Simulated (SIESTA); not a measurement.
Crystal: Mo.

```xyz
1
Lattice="-1.5944 1.5913 1.5845 1.6124 -1.5431 1.5543 1.6066 1.5553 -1.5363" Properties=species:S:1:pos:R:3 pbc="T T T"
Mo   -0.0831   -0.0073   -0.0091
```

The cell isn't the ideal one: cell strained at random at fixed volume.

| Quantity | Value |
| --- | --- |
| Program | SIESTA 5.4.2 |
| Task | relaxation of cell and atoms |
| Functional | PW91 |
| Potentials or basis | PseudoDojo 0.4 standard (PBE files) |
| Basis | DZ (energy shift 0.01 Ry) |
| Grid cutoff | 800 Ry |
| Energy shift | 0.01 Ry |
| k mesh | 12 × 12 × 12 |
| Occupations | fermi-dirac, width 0.05 eV |
| Spin | collinear spin, ferromagnetic start |
| Starting moments | [1.0] μB |
| Hubbard terms | Mo d U = 4 eV |

At the start: pressure -9.3 GPa; volume 15.89 Å³/atom.

Question: How do energy, volume and symmetry change on relaxing?

Answer: Over 10 steps the energy falls by 29.0 meV/atom and the volume is 15.34 Å³/atom (-3.5 %); space group Im-3m (No. 229, to 0.05 Å); moment 0.00 μB per cell.

Step by step:
```
step  energy change (eV)  largest force (eV/Å)  pressure (GPa)  volume (Å³)
   1              0.0000                0.0007           -9.34        15.89
   2             -0.0226                0.0022           -0.89        15.39
   3             -0.0070                0.0014           11.91        14.77
   4             -0.0237                0.0025            1.04        15.29
   5             -0.0279                0.0025           -0.34        15.36
   6             -0.0289                0.0010            0.12        15.34
   7             -0.0235                0.0022           -3.23        15.52
   8             -0.0289                0.0009           -0.11        15.35
   9             -0.0289                0.0015            0.14        15.33
  10             -0.0290                0.0011            0.01        15.34
```

Final structure:
```cif
data_structure
_symmetry_space_group_name_H-M 'P 1'
_symmetry_Int_Tables_number 1
_cell_length_a 2.7111
_cell_length_b 2.7112
_cell_length_c 2.7110
_cell_angle_alpha 109.456
_cell_angle_beta 109.475
_cell_angle_gamma 109.481
_cell_volume 15.34
loop_
_atom_site_label
_atom_site_type_symbol
_atom_site_fract_x
_atom_site_fract_y
_atom_site_fract_z
_atom_site_occupancy
Mo1 Mo 0.99539 0.97144 0.97150 1
```

Caveat: the basis has no polarisation orbitals; semicore shells carry a single zeta, which can move pressures by several GPa and volumes by a few percent; the potentials were made for another functional, which shifts forces and pressure; the basis of atomic orbitals isn't converged, which shifts pressures, moduli and gaps; the U is typed as a test and isn't derived for this compound.
